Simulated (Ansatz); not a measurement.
## Ga2O3 under changes of volume

One of the cells (10.442 Å³/atom); the others are scaled copies at fixed shape and fractional positions:

```
Ga O
1.0
     6.10700   -1.51855    0.00000
     6.10700    1.51855    0.00000
    -1.38599    0.00000    5.63001
Ga O
4 6
Cartesian
  3.2184 0.0000 3.8621
  7.6096 0.0000 1.7679
  10.8240 0.0000 1.1564
  0.0041 0.0000 4.4736
  5.1267 0.0000 4.1853
  5.7013 0.0000 1.4447
  9.4919 0.0000 2.4592
  1.3361 0.0000 3.1708
  8.9710 0.0000 5.0118
  1.8570 0.0000 0.6182
```

* Program: Ansatz 0.2.0
* Functional: revPBE
* Dispersion: D3(BJ)
* Potentials or basis: Ansatz PAW
* Cutoff: 420 eV (not typed: the program's choice for these potentials)
* k mesh: 9 × 9 × 5
* Occupations: fermi-dirac, width 0.05 eV
* Spin: no spin polarisation

```tsv
volume (Å³/atom)	energy over the lowest point (meV/atom)	pressure (GPa)	gap on the mesh (eV)	largest force (eV/Å)
9.816	?	?	?	?
10.025	37.83	16.6	2.89	0.524
10.233	19.60	11.5	2.70	0.399
10.442	7.60	7.0	2.51	0.286
10.651	1.27	2.9	2.33	0.188
10.860	0.00	-0.8	2.16	0.115
11.069	3.30	-4.2	1.99	0.098
```

Q: What does the run at 9.816 Å³/atom give?

A: Energy over the lowest point 63.04 meV/atom; pressure 22.2 GPa; gap on the mesh 3.09 eV; largest force 0.661 eV/Å.

Worked out: A Birch-Murnaghan fit of order 3 (a polynomial in V^(-2/3)) to the other rows has its minimum at 10.81 Å³/atom with B0 = V·E''(V) = 185 GPa and B' = 4.7 at fixed shape and positions, which overstates the stiffness. It gives 63.19 meV/atom at 9.816 Å³/atom, against the run's 63.04, and -dE/dV = 22.4 GPa, against 22.2. A straight line through the other rows of the gap, of slope -9.09 eV per unit of ln V, extrapolates to 3.08 eV, against the run's 3.09.

Energies are extrapolated to zero smearing.

Caveats: odd divisions of the mesh miss points on the zone boundary, where band edges often lie, so the gap on the mesh can be too wide; the PAW data sets come from PBE, with cores solved anew for the run's functional, which leaves a small shift of forces and pressure.

A mesh can miss the band edges. Spin-orbit coupling on Ga is left out.
